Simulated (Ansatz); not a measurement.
# WS2 (R3m) in Ansatz: further runs, part 2 of 2

Ansatz 0.2.0.

**3. Band structure, PBE0**

input reads:

```
crystal:
  lattice:
    - [1.579, 0.9116360751, 6.1633333333]
    - [-1.579, 0.9116360751, 6.1633333333]
    - [0.0, -1.8232721501, 6.1633333333]
  atoms:
    - { symbol: W, position: [0.0, 0.0, 0.0] }
    - { symbol: S, position: [0.581, 0.581, 0.581] }
    - { symbol: S, position: [0.7503, 0.7503, 0.7503] }
hamiltonian:
  xc: pbe0
  pseudopotentials: { kind: paw }
kpoints:
  mp_grid: { grid: [6, 6, 6] }
  band_path:
    path:
      - [[0.0, 0.0, 0.0], [0.5, 0.0, 0.0], [0.5, 0.1812521368, -0.1812521368]]
      - [[0.8187478632, 0.5, 0.1812521368], [0.5, 0.5, 0.5], [0.0, 0.0, 0.0], [0.3406260684, 0.0, -0.3406260684]]
      - [[0.6593739316, 0.3406260684, 0.0], [0.5, 0.5, 0.0], [0.6593739316, 0.6593739316, 0.1812521368], [0.5, 0.5, 0.5]]
      - [[0.5, 0.0, 0.0], [0.8187478632, 0.3406260684, 0.3406260684]]
    npoints: 4
scf:
  occupations: { method: fermi_dirac, width: 0.05 }
  n_extra_bands: 7
output:
  forces: true
  stress: true
  eigenvalues: true
  fatbands: false
```

Potentials or basis: Ansatz PAW.

Output:

```text
Warning: output.stress: scf.convergence.dr2_threshold = 1e-7 eV (the SCF's general default) is looser than the 3e-10 eV advised for a printed stress (1e-10 eV for each atom of the cell: 3). What an SCF threshold leaves in a stress goes as its square root, and in the free energy as the threshold itself, and one threshold admits the most on a small cell: of the crystals measured, under no hybrid functional and no lock of the moments, on runs that ended without the residual-converged pass, on stresses that held no estimate of that error, the worst erred by over 100 MPa in a component at 1e-7 eV an atom and by under 5 at 1e-10. Set scf.convergence.dr2_threshold to 3e-10 eV or tighter. The threshold is an SCF's pass mark: one that does not reach it within its budget of iterations ends unconverged, or closes short of it on a stop that the run arms, and scf.convergence.dr2_threshold's page says what that costs each kind of run
Warning: output.stress: scf.exx.energy_threshold = 1e-6 eV is looser than the 3e-8 eV advised for a stress under a hybrid functional (1e-8 eV for each atom of the cell: 3). Every SCF of the exchange loop can meet its threshold on dr2 while the loop round them stops early: no threshold on dr2 bounds what that leaves in the stress. Set scf.exx.energy_threshold to 3e-8 eV or tighter. The threshold is the loop's pass mark: a loop that does not reach it within its budget of cycles ends unconverged, and scf.exx.energy_threshold's page has the law
[... 117 lines left out ...]
  P = ⅓ Tr σ = 0.0450 GPa (0.450 kbar)
--- Band table (eV; the first three rows and the last of 32) ---
  k-point 0: bands = ["-67.4787", "-30.3919", "-30.1621", "-30.1621", "-6.4002", "-4.2007", "2.4036", "7.0218", "7.0218", "8.5071", "8.5071", "9.1861", "9.7449", "14.6585", "14.6585", "15.0158", "15.0158", "17.2945", "20.5071", "21.1877"]
  k-point 1: bands = ["-67.4726", "-30.3711", "-30.2779", "-30.1890", "-5.8907", "-4.0579", "3.0219", "5.8992", "7.0761", "7.4930", "7.8201", "9.2111", "9.6931", "13.8892", "14.6036", "14.8962", "15.4964", "19.0780", "21.1366", "21.8219"]
  k-point 2: bands = ["-67.4604", "-30.5034", "-30.3281", "-30.2420", "-4.6836", "-3.7249", "3.4974", "4.8059", "5.3690", "6.7569", "8.3646", "8.5150", "8.8927", "14.0906", "14.4497", "15.9107", "16.3615", "18.8408", "20.0644", "20.5669"]
  k-point 31: bands = ["-67.4787", "-30.3920", "-30.1621", "-30.1621", "-6.1528", "-4.6757", "3.5541", "6.6659", "7.0025", "7.0025", "8.5483", "8.5483", "11.1160", "14.7681", "14.7681", "14.8400", "14.8400", "17.4815", "21.0224", "22.6128"]
```

bands.tsv:

```text
[... 61 lines left out ...]
7.097521	-79.624088	-42.783194	-42.476754	-42.438191	-16.056696	-15.726863	-9.359343	-7.793004	-7.061084	-5.793808	-4.293236	-3.285201	-3.007900	2.586612	3.012141	3.939539	4.522986	4.844411	7.315575	8.178804
7.183399	-79.624122	-42.782611	-42.476842	-42.438040	-16.035876	-15.759156	-9.315232	-7.839667	-6.976042	-5.768722	-4.464323	-3.340242	-2.956201	2.568717	3.069246	3.801757	4.660147	4.952345	7.456913	8.473688
7.269277	-79.624172	-42.781740	-42.476978	-42.437807	-16.013309	-15.795664	-9.268056	-7.884230	-6.882683	-5.741981	-4.629347	-3.395934	-2.921881	2.550332	3.099740	3.674488	4.800192	5.163419	7.484875	8.679630
```

It took 67 s on 1 × NVIDIA H100 80GB HBM3 with 2 threads of AMD EPYC 7R13 (Zen 3), shared host; peak memory 3.1 GiB.

What came out:

- Free energy: -12191.3292 eV
- Pressure: 0.0 GPa
- Largest force: 0.657 eV/Å
- Band gap on the k mesh: 2.20 eV, indirect (least direct gap 3.06 eV)
- Band gap along the path: 2.20 eV, indirect (least direct gap 3.07 eV)

Forces in eV/Å, atoms in the order of the input:
```
W    0.000  0.000 -0.657
S    0.000  0.000  0.598
S    0.000  0.000  0.059
```

Levels at the corners of the path, in eV from the valence-band top:
```csv
point,band 9,band 10,band 11,band 12,band 13,band 14,band 15,band 16,band 17,band 18
Γ,-4.09,-2.61,-2.61,-1.93,-1.37,3.54,3.54,3.90,3.90,6.18
L,-6.09,-4.76,-3.06,-2.18,-2.03,3.66,3.99,5.11,5.44,5.93
B1,-5.93,-5.37,-4.69,-3.57,-0.75,2.37,3.98,5.04,6.55,7.70
B,-5.93,-5.37,-4.69,-3.57,-0.75,2.37,3.98,5.04,6.55,7.70
Z,-4.11,-4.11,-2.57,-2.57,0.00,3.65,3.65,3.72,3.72,6.37
Γ,-4.09,-2.61,-2.61,-1.93,-1.37,3.54,3.54,3.90,3.90,6.18
X,-5.98,-5.38,-4.62,-3.62,-0.73,2.33,3.98,4.99,6.61,7.46
Q,-5.98,-5.38,-4.62,-3.62,-0.73,2.33,3.98,4.99,6.61,7.46
F,-5.75,-4.67,-3.72,-2.39,-1.84,3.61,4.12,4.68,6.00,6.55
P1,-5.83,-4.69,-3.58,-2.34,-1.87,3.60,4.15,4.73,5.85,6.22
Z,-4.11,-4.11,-2.57,-2.57,0.00,3.65,3.65,3.72,3.72,6.37
L,-6.09,-4.76,-3.06,-2.18,-2.03,3.66,3.99,5.11,5.44,5.93
P,-5.83,-4.69,-3.58,-2.34,-1.87,3.60,4.15,4.73,5.85,6.22
```

Caveat: spin-orbit coupling is left out, which moves the levels of the heavy elements; the PAW data sets come from PBE, with cores solved anew for the run's functional, which leaves a small shift of forces and pressure; the thresholds are loose for stress.
